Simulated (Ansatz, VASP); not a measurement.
# BaTiO3: VASP beside Ansatz

Wanted: the spread between two codes on one cell, functional and k mesh.

Method: plane waves, with VASP 6.6.1 beside it; relaxation of cell and atoms at PBEsol and relaxation of cell and atoms at r2SCAN, in Ansatz 0.2.0.

The database entry behind the starting cell differs from later determinations by our own check (c/a about 0.6 % short), so it need not match the best structure at ambient conditions.

### Step 1. The starting structure

It takes space group P4mm (No. 99, tetragonal). Conventional cell: a = 4.000 Å, b = 4.000 Å, c = 4.018 Å, α = 90.00°, β = 90.00°, γ = 90.00°. Nearest to Ba lie 12 O at 2.79 to 2.88 Å. Nearest to Ti lie 6 O at 1.89 to 2.13 Å. Nearest to O lie 2 Ti at 1.89 to 2.13 Å and 4 Ba at 2.83 Å. O has 2 Ti at 2.00 Å and 4 Ba at 2.79 to 2.88 Å nearest. Farther neighbours and most contacts between anions are not listed.

As a file:

```cif
data_structure
_symmetry_space_group_name_H-M 'P4mm'
_symmetry_Int_Tables_number 99
_cell_length_a 3.9998
_cell_length_b 3.9998
_cell_length_c 4.0180
_cell_angle_alpha 90.000
_cell_angle_beta 90.000
_cell_angle_gamma 90.000
_cell_volume 64.28
loop_
_atom_site_label
_atom_site_type_symbol
_atom_site_symmetry_multiplicity
_atom_site_Wyckoff_symbol
_atom_site_fract_x
_atom_site_fract_y
_atom_site_fract_z
_atom_site_occupancy
Ba1 Ba 1 a 0.00000 0.00000 0.00000 1
Ti1 Ti 1 b 0.50000 0.50000 0.49000 1
O1 O 1 b 0.50000 0.50000 0.01900 1
O2 O 2 c 0.50000 0.00000 0.51700 1
```

### Step 2. Ansatz: relaxation of cell and atoms, PBEsol

Ansatz runs on its default PAW (the set named soft_2) files.

The relaxed volume is the usual yardstick between codes: its relative difference is about their pressure difference at one cell divided by the bulk modulus.

Contents of input.yaml:

```yaml
crystal:
  lattice:
    - [3.9998, 0.0, 0.0]
    - [0.0, 3.9998, 0.0]
    - [0.0, 0.0, 4.018]
  atoms:
    - { symbol: Ba, position: [0.0, 0.0, 0.0] }
    - { symbol: Ti, position: [0.5, 0.5, 0.49] }
    - { symbol: O, position: [0.5, 0.5, 0.019] }
    - { symbol: O, position: [0.5, 0.0, 0.517] }
    - { symbol: O, position: [0.0, 0.5, 0.517] }
hamiltonian:
  xc: pbesol
  pseudopotentials: { kind: paw }
kpoints:
  mp_grid: { grid: [6, 6, 6] }
scf:
  occupations: { method: fermi_dirac, width: 0.05 }
relax:
  f_tol: 0.01
  max_steps: 60
  cell: { stress_tol: 0.05 }
output:
  forces: true
  stress: true
  write_density: true
  write_potential: true
  elf: true
  volumetric_format: npy
```

The run is started by

```console
$ ansatz run input.yaml --threads 4 --pin off --max-ram 9216MiB --backend cpu --events-out ev --progress --plain --runs-dir out
```

Numbers of over 12 decimals in the logs are rounded to 6 here.

The log of the run:

```text
Engine: ansatz 0.2.0, aarch64-unknown-linux-gnu
Pseudopotentials: kind: paw
Pseudopotential: Ba, paw, valence charge 10, recommended cutoff 420 eV (normal), Ba.paw.azcp
Pseudopotential: Ti, paw, valence charge 12, recommended cutoff 420 eV (normal), Ti.paw.azcp
Pseudopotential: O, paw, valence charge 6, recommended cutoff 420 eV (normal), O.paw.azcp
Functional definition: PBEsol
  exchange = pbesol_x
  correlation = pbesol_c
Crystal: 5 atoms, lattice volume = 64.282 Å³
Basis set: ecut = 420 eV, 1237 PW (Γ), exchange–correlation on 54×54×54 points (8 copies of the dense FFT grid, shifted against one another)
Bands: 25, of which v1, the nominal top of the filled ones, is band 20 counted from 1 (19 counted from 0)
Symmetry: 8 space group operations
Space group: P4mm (ITA 99), of the structure as read, at distance tolerance 4.0e-5 Å
k-points: 40 of 216 (time reversal used)
Non-local potential: Ba, projectors of the file, l = 0: 3, l = 1: 2, l = 2: 2, l = 3: 2
Non-local potential: Ti, projectors of the file, l = 0: 3, l = 1: 2, l = 2: 3, l = 3: 1
Non-local potential: O, projectors of the file, l = 0: 2, l = 1: 2, l = 2: 1
PAW form: soft (Blöchl's): semilocal exchange-correlation on the pseudo side does not see the compensation charge
PAW frozen core: Ba, regenerated for the run's functional, and the local potential with it (the file was generated under x = pbe(κ = 0.804, μ = 0.219515), c = pbe(β = 0.066725))
PAW frozen core: Ti, regenerated for the run's functional, and the local potential with it (the file was generated under x = pbe(κ = 0.804, μ = 0.219515), c = pbe(β = 0.066725))
PAW frozen core: O, regenerated for the run's functional, and the local potential with it (the file was generated under x = pbe(κ = 0.804, μ = 0.219515), c = pbe(β = 0.066725))
PAW one-centre angular grid: Ba, 194 points (default); XC on 64 Gauss nodes
PAW one-centre angular grid: Ti, 590 points (default); XC on 64 Gauss nodes
PAW one-centre angular grid: O, 110 points (default); XC on 64 Gauss nodes
Initial density: superposition of atomic densities (neutral atoms: chi_scale 0, normalization atom), corrected by the library's trained network
Initial wavefunctions: pseudopotential atomic-orbital guess
Functional: x = pbesol(κ = 0.804, μ = 0.123457), c = pbesol(β = 0.046)
SCF iter   1: F=—  HF=-10027.489445 eV  |F-HF|=—  |Δ(HF+E_count)|=         —  Δρ=1.72e-2  dr2=1.65e-1  ethr=1.77e-3  ⟨swp⟩=6.2  Hψ=4998  notcnv=0
preconditioner: auto → Resta (q_TF=auto, 2.521 Å⁻¹)  ε∞=5.9  [insulator: Δε(μ)=1.596 eV  Ē_g=11.844 eV  σ=0.050 eV  W_gap=1.00  n_scr=18 (ndim 8)  ℏωp=26.2 eV  f_vac=0.000  D(μ)=0.00/eV (n_scr^D=0)  ε∞_Penn≈5.9]
SCF iter   2: F=—  HF=-10027.456297 eV  |F-HF|=—  |Δ(HF+E_count)|=   3.31e-2  Δρ=4.45e-3  dr2=1.54e-2  ethr=4.11e-4  ⟨swp⟩=2.4  Hψ=1856  notcnv=0  defer=29
SCF iter   3: F=—  HF=-10027.454482 eV  |F-HF|=—  |Δ(HF+E_count)|=   1.81e-3  Δρ=1.49e-3  dr2=1.78e-3  ethr=3.85e-5  ⟨swp⟩=2.2  Hψ=1303  notcnv=0  defer=29
SCF iter   4: F=—  HF=-10027.454263 eV  |F-HF|=—  |Δ(HF+E_count)|=   2.19e-4  Δρ=1.40e-4  dr2=1.38e-5  ethr=4.44e-6  ⟨swp⟩=1.9  Hψ=1276  notcnv=0  defer=29
SCF iter   5: F=—  HF=-10027.453944 eV  |F-HF|=—  |Δ(HF+E_count)|=   3.18e-4  Δρ=2.85e-5  dr2=5.20e-7  ethr=3.46e-8  ⟨swp⟩=2.1  Hψ=1720  notcnv=0  defer=29
SCF iter   6: F=-10027.453944 eV  HF=-10027.453944 eV  |F-HF|=1.64e-8  |Δ(HF+E_count)|=   1.31e-7  Δρ=9.95e-6  dr2=4.23e-8  ethr=2.50e-10  ⟨swp⟩=8.8  Hψ=6849  notcnv=0
SCF 1 converged in 6 iterations: F = -10027.453944 eV  dr2 = 4.23e-8
  Residual-converged pass: ⟨swp⟩=1.0  Hψ=1160  notcnv=0  max |occ|·‖R‖ = 7.0e-9 eV (tolerance 1.0e-8 eV)  dr2=4.23e-8  dr2_onsite=3.86e-9  max |Δocc| = 4.1e-19
  greatest PAW one-centre occupation: 0.999 electrons in one spin orbital (limit 2), on the Ti atom at site 1 (counted from 0), in its partial waves of l = 0
relax step   1: F+E_penalty+E_count = -10027.45394437 eV  Δ(F+E_penalty+E_count) = +0.000e0 eV  max|allowed force component| = 3.550e-1 eV/Å  Δτ_max = 0.0000 Å  P = -3.840 GPa  Ω = 64.282 Å³  (6 SCF iters, dr2 threshold 1.00e-7 eV, accepted)
[... from here on, the SCF cycles and remarks between the steps are left out ...]
relax step   2: F+E_penalty+E_count = -10027.47861541 eV  Δ(F+E_penalty+E_count) = -2.467e-2 eV  max|allowed force component| = 1.225e-1 eV/Å  Δτ_max = 0.0099 Å  P = +0.248 GPa  Ω = 62.827 Å³  energy of the carried Pulay correction = +5.416e-3 eV  (6 SCF iters, dr2 threshold 5.00e-7 eV, accepted)
relax step   3: F+E_penalty+E_count = -10027.47872128 eV  Δ(F+E_penalty+E_count) = -1.059e-4 eV  max|allowed force component| = 1.509e-1 eV/Å  Δτ_max = 0.0075 Å  P = +0.037 GPa  Ω = 62.930 Å³  energy of the carried Pulay correction = +5.026e-3 eV  (6 SCF iters, dr2 threshold 5.00e-7 eV, accepted)
relax step   4: F+E_penalty+E_count = -10027.47914181 eV  Δ(F+E_penalty+E_count) = -4.205e-4 eV  max|allowed force component| = 1.412e-1 eV/Å  Δτ_max = 0.0028 Å  P = -0.048 GPa  Ω = 62.977 Å³  energy of the carried Pulay correction = +4.850e-3 eV  (6 SCF iters, dr2 threshold 5.00e-7 eV, accepted)
relax step   5: F+E_penalty+E_count = -10027.48003677 eV  Δ(F+E_penalty+E_count) = -8.950e-4 eV  max|allowed force component| = 1.057e-1 eV/Å  Δτ_max = 0.0103 Å  P = -0.164 GPa  Ω = 63.115 Å³  energy of the carried Pulay correction = +4.331e-3 eV  (6 SCF iters, dr2 threshold 5.00e-7 eV, accepted)
relax step   6: F+E_penalty+E_count = -10027.48154453 eV  Δ(F+E_penalty+E_count) = -1.508e-3 eV  max|allowed force component| = 1.556e-2 eV/Å  Δτ_max = 0.0193 Å  P = +0.008 GPa  Ω = 63.285 Å³  energy of the carried Pulay correction = +3.695e-3 eV  (6 SCF iters, dr2 threshold 5.00e-7 eV, accepted)
relax step   7: F+E_penalty+E_count = -10027.48151428 eV  Δ(F+E_penalty+E_count) = +3.025e-5 eV  max|allowed force component| = 2.839e-3 eV/Å  Δτ_max = 0.0022 Å  P = -0.026 GPa  Ω = 63.306 Å³  energy of the carried Pulay correction = +3.616e-3 eV  (6 SCF iters, dr2 threshold 3.60e-8 eV, accepted)
relax step   8: F+E_penalty+E_count = -10027.47860308 eV  Δ(F+E_penalty+E_count) = +2.911e-3 eV  max|allowed force component| = 3.123e-3 eV/Å  Δτ_max = 0.0000 Å  P = -0.114 GPa  Ω = 63.306 Å³  stress off target by 1.47e-1 GPa  SCF on the basis re-selected at this cell (its energy is not comparable with the rows above)  (6 SCF iters)
relax step   9: F+E_penalty+E_count = -10027.47876268 eV  Δ(F+E_penalty+E_count) = -1.596e-4 eV  max|allowed force component| = 1.831e-3 eV/Å  Δτ_max = 0.0005 Å  P = +0.009 GPa  Ω = 63.269 Å³  energy of the carried Pulay correction = +1.373e-4 eV  (6 SCF iters, accepted)
relax step  10: F+E_penalty+E_count = -10027.47865151 eV  Δ(F+E_penalty+E_count) = +1.112e-4 eV  max|allowed force component| = 1.812e-3 eV/Å  Δτ_max = 0.0000 Å  P = +0.006 GPa  Ω = 63.269 Å³  stress off target by 1.64e-2 GPa  SCF on the basis re-selected at this cell (its energy is not comparable with the rows above)  (6 SCF iters)
basis re-selected at this cell: Δ(F+E_penalty+E_count) = +1.112e-4 eV, ΔP = -0.002 GPa vs the last step (what re-selecting the basis moved, of the pressure what is left beyond the Pulay correction that the steps carried, after the strain that the cell walked since its last selection, with what the two solves' SCF thresholds leave and, on support functions, any second-order correction that the steps lacked; it is no m [...]
SCF converged after 6 iterations
Free energy (F): -10027.478652 eV
Harris-Foulkes:  -10027.478652 eV  (|F-HF|=5.46e-12)
Internal energy: -10027.478652 eV  (E = F + TS)
E sigma→0 (E₀):  -10027.478652 eV
Fermi energy:    11.390522 eV
--- Per-component energies (eV) ---
  E_band       = -135.571144
  E_kinetic    = 969.311422
  E_local      = -2088.669098  (includes V_loc(G=0)·N_el)
  E_nonlocal   = 207.217163
  E_hartree    = 815.085710
  E_xc         = -486.619483
  E_vxc        = -543.586606  (∫ρ·V_xc dr)
  E_paw        = -6617.076101  (= ΣΔE_a)
  E_vpaw       = -310.022859  (= ΣTr[D̂ρ^β])
  E_aug_tail   = 0.007449  (compensation charges beyond the density's cutoff)
  E_ewald      = -2827.132395
  E_core_change = 0.396681  (= ΣΔE_core)
  E_smearing   = -0.000000  (= −TS)
  E_closure    = -0.000000  (closes the sum)
  Σ components = -10027.478652   (vs F -10027.478652, Δ=0.00e0)
--- Forces (eV/Å), atoms counted from 1 ---
  atom   1  Ba     0.00000000     0.00000000    -0.00022337
  atom   2  Ti    -0.00000000     0.00000000     0.00036114
  atom   3  O     -0.00000000     0.00000000    -0.00181187
  atom   4  O     -0.00000000    -0.00000000     0.00083777
  atom   5  O      0.00000000     0.00000000     0.00083777
  max |Σ_I F_I| component: 1.44e-6 eV/Å
--- Stress (GPa, compression-positive) ---
        0.001523      -0.000000       0.000000
       -0.000000       0.001523      -0.000000
        0.000000      -0.000000       0.016434
  P = ⅓ Tr σ = 0.0065 GPa (0.065 kbar)
--- Band table (eV; the first three rows and the last of 40) ---
  k-point 0: bands = [... 16 lower, 9.1594, 9.9946, 10.0820, 10.0820, 12.3006, 12.6776, 12.6776, 14.7331, ... 1 higher]
  k-point 1: bands = [... 16 lower, 8.9463, 9.4903, 10.0006, 10.0006, 12.3320, 13.0678, 13.0678, 14.7296, ... 1 higher]
  k-point 2: bands = [... 16 lower, 8.5761, 8.7454, 9.8386, 9.8386, 12.3966, 13.7807, 13.7807, 14.7290, ... 1 higher]
  k-point 39: bands = [... 16 lower, 8.0125, 10.2304, 10.2304, 10.4518, 14.7693, 14.7693, 14.8185, 16.9588, ... 1 higher]
--- Relaxed structure (8 steps of the walk, 8 accepted, 2 SCFs on fresh bases) ---
  F+E_penalty+E_count = -10027.47865151 eV   max|allowed force component| = 1.812e-3 eV/Å   (the final SCF, on the basis selected at the relaxed cell)
  cell:  # Å, volume = 63.2692 Å³
    - [3.955507, 0, 1.2991601986327455e-18]
    - [0, 3.955507, 0]
    - [1.305071673110247e-18, 0, 4.043786]
  atoms:
    - { symbol: Ba, position: [-3.732911912675347e-19, 0, -0.00191262] }
    - { symbol: Ti, position: [0.5, 0.5, 0.482865] }
    - { symbol: O, position: [0.5, 0.5, 0.027819] }
    - { symbol: O, position: [0.5, 0, 0.517114] }
    - { symbol: O, position: [0, 0.5, 0.517114] }
```

Run time: 20 s. Hardware: 4 threads of Arm Neoverse V1, shared host; peak memory 0.46 GiB; 76 s of CPU time.

(Part 1 of 2 ends here.)

[Lines on the potential files, build, host, timing and source positions are cut from VASP's logs without a mark.]

[Logs are printed without paths, hosts, clocks, repeated set-up lines and the standing remarks that a program may print on its own settings, such as how far it seeks lower states.]

[Hosts, paths, dates, database ids (printed as entryN), source tags and the programs' standing remarks are cut or masked in the printed files.]
